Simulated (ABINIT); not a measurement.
# InAs (F-43m) in ABINIT: settings compared

The runs below take InAs through band structure, with AM05, LDA, BLYP.

All numbers are computed with ABINIT 10.8.3 (patched build); they aren't measurements. Logs are shortened: lines on timing, memory, paths and dates and some standing lists are left out, and cuts for length are marked. The log counts tension as positive stress, the text compression.

**What was measured.**

A printed reference work, data compilation reports, for a bulk crystal of InAs at 4.2 K: band gap 0.418 eV (direct).

The runs below are set against these values where they give the same quantity.

### Step 1. The crystal as given

It takes space group F-43m (No. 216, cubic). The conventional cell has a = 6.036 Å, b = 6.036 Å, c = 6.036 Å, α = 90.00°, β = 90.00°, γ = 90.00°. In (site symmetry -43m) is surrounded by 4 As at 2.61 Å. As (site symmetry -43m) has 4 In at 2.61 Å as nearest neighbours.

### Step 2. Band structure, AM05

Input file run.abi:

```
# Datasets: ground state, then fixed potential
ndtset 2

# Pseudopotentials
pp_dirpath "./"
pseudos "In.GGA_PBE-JTH.xml, As.GGA_PBE-JTH.xml"

# Structure
acell 3*1.0
rprim
     0.0000000000     5.7031934441     5.7031934441
     5.7031934441     0.0000000000     5.7031934441
     5.7031934441     5.7031934441     0.0000000000
ntypat 2
znucl 49 33
natom 2
typat 1 2
xred
     0.0000000000     0.0000000000     0.0000000000
     0.7500000000     0.7500000000     0.7500000000

# Plane-wave basis
ecut 17.0
pawecutdg 34.0

# Exchange and correlation
ixc -120135

# Bands and occupations
occopt 3
tsmear 0.05 eV

# SCF cycle
nstep 100

# Output
iomode 3
prtwf 0
prteig 0
prtebands 0
enunit 1
prtden1 1

# Dataset 1
kptopt1 1
ngkpt1 8 8 8
nshiftk1 1
shiftk1 0.0 0.0 0.0
nband1 18
tolvrs1 1.0e-9

# Dataset 2: bands along G-X-W-K-G-L-U-W-L-K
iscf2 -2
getden2 1
nband2 22
nbdbuf2 2
tolwfr2 1.0e-12
kptopt2 -9
ndivsm2 8
prteig2 1
kptbounds2
     0.0000000000     0.0000000000     0.0000000000
     0.5000000000     0.0000000000     0.5000000000
     0.5000000000     0.2500000000     0.7500000000
     0.3750000000     0.3750000000     0.7500000000
     0.0000000000     0.0000000000     0.0000000000
     0.5000000000     0.5000000000     0.5000000000
     0.6250000000     0.2500000000     0.6250000000
     0.5000000000     0.2500000000     0.7500000000
     0.5000000000     0.5000000000     0.5000000000
     0.3750000000     0.3750000000     0.7500000000
```

Potentials or basis: JTH PAW PBE v2.0.

The run is started by

```sh
> abinit run.abi > log 2>&1
```

run.abo:

```text
.Version 10.8.3 of ABINIT
 DATASET    1 : space group F-4 3 m (#216); Bravais cF (face-center cubic)
================================================================================
 Values of the parameters that define the memory need for DATASET  1.
     intxc =       0    ionmov =       0      iscf =      17    lmnmax =      18
     lnmax =       6     mgfft =      30  mpssoang =       3    mqgrid =    3001
     natom =       2  nloc_mem =       2    nspden =       1   nspinor =       1
    nsppol =       1      nsym =      24    n1xccc =       1    ntypat =       2
    occopt =       3   xclevel =       2
       mpw =        1254          nfft =       27000          nkpt =          29
 PAW method is used; the additional fine FFT grid is defined by:
   mgfftf=        45    nfftf =     91125
================================================================================
================================================================================

 DATASET    2 : space group F-4 3 m (#216); Bravais cF (face-center cubic)
================================================================================
 Values of the parameters that define the memory need for DATASET  2.
     intxc =       0    ionmov =       0      iscf =      -2    lmnmax =      18
     lnmax =       6     mgfft =      30  mpssoang =       3    mqgrid =    3001
     natom =       2  nloc_mem =       2    nspden =       1   nspinor =       1
    nsppol =       1      nsym =      24    n1xccc =       1    ntypat =       2
    occopt =       3   xclevel =       2
       mpw =        1267          nfft =       27000          nkpt =         139
 PAW method is used; the additional fine FFT grid is defined by:
   mgfftf=        45    nfftf =     91125
================================================================================
================================================================================

--------------------------------------------------------------------------------
------------- Echo of variables that govern the present computation ------------
--------------------------------------------------------------------------------
 -outvars: echo values of preprocessed input variables --------
            acell      1.0000000000E+00  1.0000000000E+00  1.0000000000E+00 Bohr
              amu      1.14820000E+02  7.49215900E+01
             ecut      1.70000000E+01 Hartree
           enunit           1
           getden1          0
           getden2          1
             iscf1         17
             iscf2         -2
                       outvar_i_n : Printing only first  50 k-points.
              ixc     -120135
           jdtset        1    2
                       outvar_i_n : Printing only first  50 k-points.
[... 1419 lines left out ...]
 ------------------------------------------------
 Atom  Sphere_radius  Integrated_density
    1        2.50645         11.23594649
    2        2.10392         12.69391614

================================================================================

 ----iterations are completed or convergence reached----

 Mean square residual over all n,k,spin=   56.134E-14; max=  99.861E-14
 reduced coordinates (array xred) for    2 atoms
       0.000000000000      0.000000000000      0.000000000000
       0.750000000000      0.750000000000      0.750000000000

 cartesian coordinates (angstrom) at end:
    1      0.00000000000000     0.00000000000000     0.00000000000000
    2      4.52699999691250     4.52699999691250     4.52699999691250
 length scales=  1.000000000000  1.000000000000  1.000000000000 bohr
              =  0.529177210544  0.529177210544  0.529177210544 angstroms
 Eigenvalues (   eV  ) for nkpt= 139  k points:
 kpt#   1, nband= 22, wtk=  1.00000, kpt=  0.0000  0.0000  0.0000 (reduced coord)
 -30.92630  -30.92630  -30.92630  -30.91983  -30.91983  -10.29537  -10.29537  -10.29537
 -10.16888  -10.16888   -7.84897    3.85192    4.06622    4.06622    4.06622    7.94840
   7.94840    7.94840   11.59341   13.81598   13.81598   14.55575
 kpt#   2, nband= 22, wtk=  1.00000, kpt=  0.0217  0.0000  0.0217 (reduced coord)
 -30.92630  -30.92630  -30.92630  -30.91983  -30.91983  -10.29653  -10.29499  -10.29499
 -10.16902  -10.16878   -7.84221    3.61375    4.04616    4.04616    4.30448    7.92078
   7.97552    7.97552   11.63618   13.61860   13.82116   14.57080
 kpt#   3, nband= 22, wtk=  1.00000, kpt=  0.0435  0.0000  0.0435 (reduced coord)
 -30.92631  -30.92629  -30.92629  -30.91983  -30.91982  -10.29994  -10.29387  -10.29387
 -10.16943  -10.16847   -7.82199    3.29490    3.98782    3.98782    4.62320    7.84190
   8.05502    8.05502   11.75976   13.24514   13.83668   14.61586
 kpt#   4, nband= 22, wtk=  1.00000, kpt=  0.0652  0.0000  0.0652 (reduced coord)
 -30.92632  -30.92628  -30.92628  -30.91983  -30.91981  -10.30549  -10.29202  -10.29202
 -10.17013  -10.16795   -7.78849    2.97236    3.89614    3.89614    4.94414    7.72181
   8.18194    8.18194   11.94987   12.84521   13.86252   14.69098
 kpt#   5, nband= 22, wtk=  1.00000, kpt=  0.0870  0.0000  0.0870 (reduced coord)
[... 525 lines left out ...]
 -10.18240  -10.15902   -5.92122   -1.62047    0.80881    2.29014    6.34146    8.86345
  10.63992   10.81252   12.10580   13.87024   16.29186   17.42114
 kpt# 137, nband= 22, wtk=  1.00000, kpt=  0.3929  0.3929  0.7143 (reduced coord)
 -30.92645  -30.92598  -30.92585  -30.91982  -30.91952  -10.45861  -10.23979  -10.22685
 -10.18496  -10.15836   -5.87499   -1.64396    0.74975    2.21405    6.28304    8.75092
  10.87252   11.06989   11.95481   13.89118   16.69452   17.66699
 kpt# 138, nband= 22, wtk=  1.00000, kpt=  0.3839  0.3839  0.7321 (reduced coord)
 -30.92649  -30.92596  -30.92583  -30.91983  -30.91950  -10.46211  -10.23728  -10.22422
 -10.18740  -10.15744   -5.83929   -1.67171    0.73638    2.14689    6.22672    8.56404
  11.17103   11.29833   11.84585   13.96598   16.92209   17.97217
 kpt# 139, nband= 22, wtk=  1.00000, kpt=  0.3750  0.3750  0.7500 (reduced coord)
 -30.92652  -30.92593  -30.92582  -30.91985  -30.91949  -10.46491  -10.23484  -10.22218
 -10.18935  -10.15624   -5.81782   -1.69563    0.76414    2.08991    6.17714    8.34184
  11.38393   11.48570   11.88609   14.10360   16.94872   18.25809

== END DATASET(S) ==============================================================
================================================================================

 -outvars: echo values of variables after computation  --------
            acell      1.0000000000E+00  1.0000000000E+00  1.0000000000E+00 Bohr
           etotal1    -1.7188963382E+02
            fcart1    -1.4754043335E-30 -1.4754043335E-30  4.4262130006E-30
                       1.4754043335E-30  1.4754043335E-30 -4.4262130006E-30
            rprim      0.0000000000E+00  5.7031934441E+00  5.7031934441E+00
                       5.7031934441E+00  0.0000000000E+00  5.7031934441E+00
                       5.7031934441E+00  5.7031934441E+00  0.0000000000E+00
           strten1    -4.0104728589E-05 -4.0104728589E-05 -4.0104728589E-05
                       0.0000000000E+00  0.0000000000E+00  0.0000000000E+00
           xangst      0.0000000000E+00  0.0000000000E+00  0.0000000000E+00
                       4.5269999969E+00  4.5269999969E+00  4.5269999969E+00
             xred      0.0000000000E+00  0.0000000000E+00  0.0000000000E+00
                       7.5000000000E-01  7.5000000000E-01  7.5000000000E-01
 Calculation completed.
```

Wall time 1.9 min (1 thread of Arm Neoverse V1, shared host); peak memory 0.16 GiB.

Results:

```yaml
Free_energy: -4677.3552 eV
Band_gap_on_the_k_mesh: none (metal or under the smearing width)
Valence_electrons_inside_the_program's_atomic_spheres: In 11.24; As 12.69
```

Levels at the corners of the path, in eV from the Fermi level:
```csv
point,band 11,band 12,band 13,band 14,band 15,band 16,band 17,band 18
Γ,-11.96,-0.26,-0.05,-0.05,-0.05,3.83,3.83,3.83
X,-9.91,-5.94,-2.40,-2.40,1.51,2.01,9.17,9.23
W,-9.86,-5.80,-3.03,-2.95,4.15,4.27,4.95,6.05
K,-9.93,-5.81,-3.35,-2.02,2.06,4.23,7.27,7.37
Γ,-11.96,-0.26,-0.05,-0.05,-0.05,3.83,3.83,3.83
L,-10.47,-5.86,-1.05,-1.05,0.89,4.63,4.63,6.84
U,-9.93,-5.81,-3.35,-2.02,2.06,4.23,7.27,7.37
W,-9.86,-5.80,-3.03,-2.95,4.15,4.27,4.95,6.05
L,-10.47,-5.86,-1.05,-1.05,0.89,4.63,4.63,6.84
K,-9.93,-5.81,-3.35,-2.02,2.06,4.23,7.27,7.37
```

Caveat: spin-orbit coupling is left out, which moves the levels of the heavy elements; this crystal is a semiconductor, whose small gap the functional closes, so the metal is an error of the method.

### Step 3. Band structure, LDA

run.abi, as its differences from that of step 2:

```diff
@@ -5,10 +5,10 @@
 pp_dirpath "./"
-pseudos "In.GGA_PBE-JTH.xml, As.GGA_PBE-JTH.xml"
+pseudos "In_sc.hgh, As.hgh"
 
 # Structure
-acell 3*1.0
+acell 4.2680965312 4.2680965312 4.2680965312 Angstrom
 rprim
-     0.0000000000     5.7031934441     5.7031934441
-     5.7031934441     0.0000000000     5.7031934441
-     5.7031934441     5.7031934441     0.0000000000
+     0.0000000000     0.7071067812     0.7071067812
+     0.7071067812     0.0000000000     0.7071067812
+     0.7071067812     0.7071067812     0.0000000000
 ntypat 2
@@ -22,7 +22,6 @@
 # Plane-wave basis
-ecut 17.0
-pawecutdg 34.0
+ecut 28.0
 
 # Exchange and correlation
-ixc -120135
+ixc 7
 
@@ -40,3 +39,3 @@
 prtebands 0
-enunit 1
+enunit 2
 prtden1 1
@@ -48,4 +47,4 @@
 shiftk1 0.0 0.0 0.0
-nband1 18
-tolvrs1 1.0e-9
+nband1 13
+tolvrs1 1.0e-10
 
@@ -54,3 +53,3 @@
 getden2 1
-nband2 22
+nband2 17
 nbdbuf2 2
```

Potentials or basis: HGH LDA semicore.

The run is started by

```sh
> abinit run.abi > log 2>&1
```

It took 2.1 min on 1 thread of Arm Neoverse V1, shared host; peak memory 0.16 GiB.

The run converged. Its results:

| Property | Result |
| --- | --- |
| Free energy | -1703.6019 eV |
| Band gap on the k mesh | none (metal or under the smearing width) |
| Valence electrons inside the program's atomic spheres | In 9.91; As 2.43 |

Levels at the corners of the path, in eV from the Fermi level:
```
point  band 6  band 7  band 8  band 9  band 10  band 11  band 12  band 13
    Γ  -12.05   -0.49   -0.05   -0.05    -0.05     3.76     3.76     3.76
    X  -10.00   -6.04   -2.43   -2.43     1.38     1.90     8.98     9.10
    W   -9.94   -5.91   -3.07   -3.01     4.07     4.21     4.83     5.95
    K  -10.02   -5.91   -3.40   -2.05     1.95     4.14     7.14     7.33
    Γ  -12.05   -0.49   -0.05   -0.05    -0.05     3.76     3.76     3.76
    L  -10.55   -5.96   -1.07   -1.07     0.72     4.58     4.58     6.71
    U  -10.02   -5.91   -3.40   -2.05     1.95     4.14     7.14     7.33
    W   -9.94   -5.91   -3.07   -3.01     4.07     4.21     4.83     5.95
    L  -10.55   -5.96   -1.07   -1.07     0.72     4.58     4.58     6.71
    K  -10.02   -5.91   -3.40   -2.05     1.95     4.14     7.14     7.33
```

Caveat: spin-orbit coupling is left out, which moves the levels of the heavy elements; HGH potentials are hard and often keep d shells in the core, so these values are rough; this crystal is a semiconductor, whose small gap the functional closes, so the metal is an error of the method.

### Step 4. Band structure, BLYP

run.abi, as its differences from that of step 3:

```diff
@@ -1,9 +1,6 @@
-# Datasets: ground state, then fixed potential
 ndtset 2
 
-# Pseudopotentials
 pp_dirpath "./"
-pseudos "In_sc.hgh, As.hgh"
+pseudos "In.GGA_PBE-JTH_sp.xml, As.GGA_PBE-JTH_sp.xml"
 
-# Structure
 acell 4.2680965312 4.2680965312 4.2680965312 Angstrom
@@ -21,9 +18,7 @@
 
-# Plane-wave basis
-ecut 28.0
+ecut 15.0
+pawecutdg 30.0
 
-# Exchange and correlation
-ixc 7
+ixc -106131
 
-# Bands and occupations
 occopt 3
@@ -31,6 +26,4 @@
 
-# SCF cycle
 nstep 100
 
-# Output
 iomode 3
@@ -42,3 +35,2 @@
 
-# Dataset 1
 kptopt1 1
@@ -47,9 +39,8 @@
 shiftk1 0.0 0.0 0.0
-nband1 13
-tolvrs1 1.0e-10
+nband1 8
+tolvrs1 1.0e-9
 
-# Dataset 2: bands along G-X-W-K-G-L-U-W-L-K
 iscf2 -2
 getden2 1
-nband2 17
+nband2 12
 nbdbuf2 2
@@ -57,4 +48,5 @@
 kptopt2 -9
-ndivsm2 8
+ndivsm2 5
 prteig2 1
+prtvol2 -3
 kptbounds2
```

Potentials or basis: JTH PAW PBE v2.0 sp.

The run is started by

```sh
> abinit run.abi > log 2>&1
```

run.abo:

```text
.Version 10.8.3 of ABINIT
 DATASET    1 : space group F-4 3 m (#216); Bravais cF (face-center cubic)
================================================================================
 Values of the parameters that define the memory need for DATASET  1.
     intxc =       0    ionmov =       0      iscf =      17    lmnmax =      13
     lnmax =       5     mgfft =      30  mpssoang =       3    mqgrid =    3001
     natom =       2  nloc_mem =       2    nspden =       1   nspinor =       1
    nsppol =       1      nsym =      24    n1xccc =       1    ntypat =       2
    occopt =       3   xclevel =       2
       mpw =        1036          nfft =       27000          nkpt =          29
 PAW method is used; the additional fine FFT grid is defined by:
   mgfftf=        40    nfftf =     64000
================================================================================
================================================================================

 DATASET    2 : space group F-4 3 m (#216); Bravais cF (face-center cubic)
================================================================================
 Values of the parameters that define the memory need for DATASET  2.
     intxc =       0    ionmov =       0      iscf =      -2    lmnmax =      13
     lnmax =       5     mgfft =      30  mpssoang =       3    mqgrid =    3001
     natom =       2  nloc_mem =       2    nspden =       1   nspinor =       1
[... 1064 lines left out ...]
 -11.84486   -2.42098   -0.80870   -0.80870    1.81521    3.03862    4.80464    4.80464
   7.44960    9.17661    9.80742   11.19556
 kpt#   6, nband= 12, wtk=  1.00000, kpt=  0.1786  0.0000  0.1786 (reduced coord)
 -11.71510   -2.93670   -1.07055   -1.07055    2.21043    2.76543    5.24323    5.24323
[... 230 lines left out ...]
 -10.60141   -5.79692   -2.87050   -1.61376    2.26660    4.45634    5.82184    6.66509
   8.63037    9.97536   10.87298   12.65404
 kpt#  84, nband= 12, wtk=  1.00000, kpt=  0.4167  0.4167  0.6667 (reduced coord)
 -10.52271   -5.78814   -3.15922   -1.75453    2.28410    4.68485    6.24722    6.47095
   8.31942    9.83830   11.57126   12.97545
 kpt#  85, nband= 12, wtk=  1.00000, kpt=  0.4028  0.4028  0.6944 (reduced coord)
 -10.44764   -5.80530   -3.34571   -1.88521    2.22245    4.75256    6.53492    6.67671
   8.04037    9.77442   12.31664   13.27449
 kpt#  86, nband= 12, wtk=  1.00000, kpt=  0.3889  0.3889  0.7222 (reduced coord)
 -10.38648   -5.84397   -3.42113   -1.99865    2.13858    4.55639    6.90848    7.06949
   7.81394    9.81534   12.89583   13.65017
 kpt#  87, nband= 12, wtk=  1.00000, kpt=  0.3750  0.3750  0.7500 (reduced coord)
 -10.35064   -5.88342   -3.39415   -2.08952    2.06216    4.22479    7.28519    7.37765
   7.79380    9.99902   12.98481   14.16230

== END DATASET(S) ==============================================================
================================================================================

 -outvars: echo values of variables after computation  --------
            acell      8.0655335229E+00  8.0655335229E+00  8.0655335229E+00 Bohr
           etotal1    -8.4768920303E+00
            fcart1    -2.3606469320E-29  2.3606469320E-29 -2.3606469320E-29
                       2.3606469320E-29 -2.3606469320E-29  2.3606469320E-29
            rprim      0.0000000000E+00  7.0710678120E-01  7.0710678120E-01
                       7.0710678120E-01  0.0000000000E+00  7.0710678120E-01
                       7.0710678120E-01  7.0710678120E-01  0.0000000000E+00
           strten1    -2.9717956134E-04 -2.9717956134E-04 -2.9717956134E-04
                       0.0000000000E+00  0.0000000000E+00  0.0000000000E+00
           xangst      0.0000000000E+00  0.0000000000E+00  0.0000000000E+00
                       4.5270000000E+00  4.5270000000E+00  4.5270000000E+00
             xred      0.0000000000E+00  0.0000000000E+00  0.0000000000E+00
                       7.5000000000E-01  7.5000000000E-01  7.5000000000E-01
 Calculation completed.
```

It took 26 s on 1 thread of Arm Neoverse V1, shared host; peak memory 0.11 GiB.

Results:

* Free energy: -230.6680 eV
* Band gap on the k mesh: none (metal or under the smearing width)

Levels at the corners of the path, in eV from the Fermi level:
| point | band 2 | band 3 | band 4 | band 5 | band 6 | band 7 |
| --- | --- | --- | --- | --- | --- | --- |
| Γ | -0.27 | -0.05 | -0.05 | -0.05 | 3.93 | 3.93 |
| X | -5.92 | -2.36 | -2.36 | 1.63 | 2.09 | 9.24 |
| W | -5.77 | -2.99 | -2.88 | 4.19 | 4.42 | 5.05 |
| K | -5.78 | -3.29 | -1.99 | 2.16 | 4.33 | 7.39 |
| Γ | -0.27 | -0.05 | -0.05 | -0.05 | 3.93 | 3.93 |
| L | -5.81 | -1.03 | -1.03 | 0.93 | 4.73 | 4.73 |
| U | -5.78 | -3.29 | -1.99 | 2.16 | 4.33 | 7.39 |
| W | -5.77 | -2.99 | -2.88 | 4.19 | 4.42 | 5.05 |
| L | -5.81 | -1.03 | -1.03 | 0.93 | 4.73 | 4.73 |
| K | -5.78 | -3.29 | -1.99 | 2.16 | 4.33 | 7.39 |

Caveat: spin-orbit coupling is left out, which moves the levels of the heavy elements; this set keeps more shells in the core, which shifts pressures and gaps; this crystal is a semiconductor, whose small gap the functional closes, so the metal is an error of the method; the atomic spheres overlap.

### Step 5. Against experiment

Step 2. A measured gap of InAs is 0.418 eV (direct; 4.2 K; a printed reference work, data compilation); the calculated 0.00 eV misses it by -0.42 eV. Spin-orbit coupling on As, In is left out. The value is that of AM05 on a finite k mesh, which can miss the band edges, without temperature or zero-point motion. Semilocal functionals fall short of measured gaps as a rule.

Step 4. Against the measured gap of InAs, 0.418 eV (direct; 4.2 K; a printed reference work, data compilation), the calculated 0.00 eV is off by -0.42 eV. Spin-orbit coupling on As, In is left out. The value is that of BLYP on a finite k mesh, which can miss the band edges, without temperature or zero-point motion. Semilocal functionals fall short of measured gaps as a rule.
